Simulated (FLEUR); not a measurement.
**P under changes of volume**

One of the cells (20.458 Å³/atom); the others are scaled copies at fixed shape and fractional positions:

```xyz
4
Lattice="1.6477 -5.4650 0.0000 1.6477 5.4650 0.0000 0.0000 0.0000 4.5436" Properties=species:S:1:pos:R:3 pbc="T T T"
P     1.6477   -4.4173    2.6754
P     1.6477    4.4173    1.8683
P     1.6477   -1.0477    0.4035
P     1.6477    1.0477    4.1401
```

* Program: FLEUR MaX-R8.1 (later development tree)
* Functional: Wu-Cohen GGA
* Potentials or basis: all-electron
* Basis: FLAPW
* Kmax: 4.44 1/bohr
* k mesh: 8 × 8 × 6
* Occupations: fermi-dirac, width 0.05 eV
* Spin: no spin polarisation

```tsv
volume (Å³/atom)	energy over the lowest point (meV/atom)	gap on the mesh (eV)
19.230	15.54	0.05
19.639	5.80	0.04
20.458	0.00	0.01
21.276	9.44	0.08
21.685	?	?
```

Problem. What does the run at 21.685 Å³/atom give?

Solution. Energy over the lowest point 18.89 meV/atom; gap on the mesh 0.12 eV.

Worked out: A Birch-Murnaghan fit of order 2 (a polynomial in V^(-2/3)) to the other rows has its minimum at 20.34 Å³/atom with B0 = V·E''(V) = 76 GPa at fixed shape and positions, which overstates the stiffness. It gives 19.02 meV/atom at 21.685 Å³/atom, against the run's 18.89.

Energies are extrapolated to zero smearing.

Caveats: the plane-wave cutoff is short for the semicore states, which can make moduli rough.

A mesh can miss the band edges.
